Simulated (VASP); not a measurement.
Set up this calculation in VASP 6.6.1, as the native input.

* Task: single point
* Functional: PBEsol
* Potentials or basis: VASP PAW PBE potentials, release 64 (Ta_pv, N)
* Cutoff: 520 eV
* k mesh: 7 × 7 × 7
* Occupations: gaussian, width 0.05 eV
* Spin: collinear spin, ferromagnetic start
* Starting moments: [0.5, 0.0] μB
* Further INCAR settings: ALGO = Normal; EDIFF = 1e-06

The structure of TaN lies in POSCAR:

```
TaN
1.0
    0.0000000000      2.4911437700      2.4911437700
    2.4911437700      0.0000000000      2.4911437700
    2.4911437700      2.4911437700      0.0000000000
Ta N
1 1
Direct
    0.0000000000      0.0000000000      0.0000000000
    0.2500000000      0.2500000000      0.2500000000
```

The cell comes from a database or a generator and needn't be the stable form of this composition.

These files were run (other wordings do the same):

INCAR

```
SYSTEM = TaN
  PREC = Accurate
  ENCUT = 520
  EDIFF = 1E-6
  ISMEAR = 0
  SIGMA = 0.05
  LREAL = .FALSE.
  LASPH = .TRUE.
  NELM = 60
  ALGO = Normal
  ISIF = 2
  LWAVE = .FALSE.
  LCHARG = .FALSE.
  ISPIN = 2
  MAGMOM = 0.5 0
  LORBIT = 11
  LMAXMIX = 4
  GGA = PS
```

KPOINTS

```
regular mesh
0
G
  7 7 7
  0 0 0
```

Potentials or basis: VASP PAW PBE potentials, release 64 (Ta_pv, N).

Command:

```console
$ cat potpaw_PBE.64/Ta_pv/POTCAR potpaw_PBE.64/N/POTCAR > POTCAR
$ mpirun -np 1 vasp_std > vasp.out
```

Results of the run:

```yaml
Pressure: -30.5 GPa
Band_gap_on_the_k_mesh: none (metal or under the smearing width)
Net_moment: 0.00 μB per cell
Valence_electrons_inside_the_program's_atomic_spheres: Ta 8.66; N 3.66
```

Caveat: a pressure of tens of GPa on the cell as given is suspect, and the run, the potentials or the cell itself is likely at fault; the PAW data sets were made with another functional, which shifts forces and pressure a little.

Wall time 9.6 s on 1 thread of Intel(R) Xeon(R) 6975P-C (Granite Rapids) (shared host), peak memory 0.17 GiB.
